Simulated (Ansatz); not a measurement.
# Be: competing structures (sheets)

These are results of DFT PBE, scalar-relativistic, plane waves, PAW in Ansatz, not measurements. Settings: cutoff 420 eV, Γ-centred meshes spaced at most about 0.3 Å⁻¹, and about 0.25 Å⁻¹ or finer for metals (2π included), Gaussian smearing. No spin polarisation.

Energies count from the standard state of Be at the same level.

All energies are static (0 K, no zero-point motion). Larger cells and other orderings weren't all tried, so the list isn't exhaustive.

Invented guesses were relaxed alike, and ends that match in structure were merged. ΔE counts from the first row. Coordination counts all near atoms (those within 1.25 times the shortest distance at each site). All are two-dimensional sheets, periodic along a and b, with vacuum along c.

```tsv
#	reached from	layer group	atoms	Å²/atom	coordination	ΔE (meV/atom)	gap on mesh (eV)
1	a relaxed cell, shaken at random and relaxed again	p6/mmm (No. 80)	4	3.9	Be 6	0	0.00
2	random sheet	p4/mmm (No. 61)	3	1.4	Be 4	193	0.00
3	random sheet	p4/mmm (No. 61)	2	4.0	Be 4	345	0.00
4	random sheet	p6/mmm (No. 80)	2	5.8	Be 3	1320	0.00
```

The lowest: Layer group p6/mmm (No. 80), a = 4.266 Å, b = 3.688 Å, γ = 90.0°, thickness 0.00 Å between the outermost nuclei. Be at height 0.00 Å has 6 Be at 2.13 Å. Its energy over the standard state is +0.80 eV/atom. So it is a metastable form at best.

```yaml
crystal:
  periodic: [true, true, false]
  lattice:
    - [4.26631, 0.00516, 0.00000]
    - [-0.00446, 3.68798, 0.00000]
    - [0.00000, 0.00000, 23.80000]
  atoms:
    - { symbol: Be, position: [0.62500, 0.24999, 0.29411] }
    - { symbol: Be, position: [0.12500, 0.25001, 0.29413] }
    - { symbol: Be, position: [0.37500, 0.75000, 0.29412] }
    - { symbol: Be, position: [0.87500, 0.74999, 0.29411] }
```

The second: Layer group p4/mmm (No. 61), a = 2.016 Å, b = 2.016 Å, γ = 90.0°, thickness 5.19 Å between the outermost nuclei. Be at height 5.19 Å has 4 Be at 2.02 Å; Be at height 2.59 Å has 4 Be at 2.02 Å. Counting all near atoms, the first has Be 6 and the second has Be 4. Shaken at random and relaxed again, row 3 falls into row 1, 0.34 eV/atom lower, so it is a saddle point or a shallow minimum. Cells without such a test can be saddle points.

```
CELL_PARAMETERS angstrom
2.01571 0.00000 0.00000
0.00000 2.01571 0.00000
0.00000 0.00000 34.02442
ATOMIC_POSITIONS crystal
Be 0.50000 0.50000 0.32602
Be 0.50000 0.50000 0.17362
Be 0.50000 0.50000 0.24982
```

Some candidate types were left out of the draw beforehand, so a known form may be missing.
